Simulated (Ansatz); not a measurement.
**InP: computed properties**

Computed with DFT PBE, scalar-relativistic, plane waves, PAW (Ansatz).

Cutoff 420 eV; k points 14×8×8 on the computed 4-atom cell (Γ-centred); Gaussian smearing, width 0.10 eV; no spin polarisation.

The structure is relaxed at this level of theory with its symmetry kept, and needn't be the ground state of this composition.

```cif
data_structure
_symmetry_space_group_name_H-M 'Pmma'
_symmetry_Int_Tables_number 51
_cell_length_a 3.2387
_cell_length_b 5.5077
_cell_length_c 5.4725
_cell_angle_alpha 90.000
_cell_angle_beta 90.000
_cell_angle_gamma 90.000
_cell_volume 97.62
loop_
_atom_site_label
_atom_site_type_symbol
_atom_site_symmetry_multiplicity
_atom_site_Wyckoff_symbol
_atom_site_fract_x
_atom_site_fract_y
_atom_site_fract_z
_atom_site_occupancy
In1 In 2 f 0.25000 0.50000 0.25742 1
P1 P 2 e 0.75000 0.00000 0.86421 1
```

```json
{
 "Space group": "Pmma (No. 51)",
 "Volume per atom": "24.40 Å³",
 "Formation energy from the elements' standard states (uncorrected)": "-0.040 eV/atom",
 "Kohn–Sham band gap": "none (metal)",
 "Density of states at the Fermi level": "1.1 states/eV per cell",
 "Orbital (Löwdin) character within 0.5 eV of the Fermi level": "In 5p 49 %, P 3p 31 %, In 5s 15 %",
 "Bader charge by site (e)": "In (2 in the cell) 0.28, P (2 in the cell) -0.28"
}
```

Another cell of InP relaxed alike, in F-43m, lies 204 meV/atom lower, so this cell isn't the stable form at this level.

The cell was found from a structure generator's guess, not taken from experiment. Löwdin shares on free-atom orbitals overweight diffuse shells.
